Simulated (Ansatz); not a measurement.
A (111) slab of ZrN (Fm-3m (No. 225)), 10 planes, outer planes Zr (top) and N (bottom), with 10 atoms (Zr5N5) in a surface cell of A = 9.141 Å², as cut from the bulk:

```yaml
crystal:
  lattice:
    - [3.24891, 0.00000, 0.00000]
    - [-1.62445, 2.81364, 0.00000]
    - [0.00000, 0.00000, 26.93726]
  atoms:
    - { symbol: N, position: [0.33333, 0.66667, 0.27842] }
    - { symbol: Zr, position: [0.66667, 0.33333, 0.32766] }
    - { symbol: N, position: [0.00000, 0.00000, 0.37690] }
    - { symbol: Zr, position: [0.33333, 0.66667, 0.42614] }
    - { symbol: N, position: [0.66667, 0.33333, 0.47538] }
    - { symbol: Zr, position: [0.00000, 0.00000, 0.52462] }
    - { symbol: N, position: [0.33333, 0.66667, 0.57386] }
    - { symbol: Zr, position: [0.66667, 0.33333, 0.62310] }
    - { symbol: N, position: [0.00000, 0.00000, 0.67234] }
    - { symbol: Zr, position: [0.33333, 0.66667, 0.72158] }
```

All numbers below come from DFT PBE, scalar-relativistic, plane waves, PAW in Ansatz. Cutoff 420 eV; k points 12×12×1 on the computed 10-atom cell (Γ-centred); Gaussian smearing, width 0.10 eV; no spin polarisation. A dipole correction removes the field between periodic images along c.

Against the same 10 atoms in the bulk, the slab as cut lies 5.041 eV higher and the relaxed slab 3.141 eV higher.

Question: Work out the surface energy before and after relaxation.

Answer: The slab has two faces, so γ = (E_slab − N·E_bulk)/(2A), the mean of both. As cut: 5.041/(2 × 9.141) = 0.2757 eV/Å², and 1 eV/Å² = 16.02 J/m², so γ = 4.42 J/m². Relaxed: 3.141/(2 × 9.141) = 0.1718 eV/Å² = 2.75 J/m². Relaxation recovers 38 % of the cost of cutting.

Question: What is the ideal work of this cut, per area?

Answer: Griffith's ideal work is 2γ: 8.83 J/m² if the new faces stay rigid, 5.50 J/m² if they relax. One thickness was run, 10 planes, so γ can still shift with it.

Spin polarisation was left out, and a magnetic state may lie lower.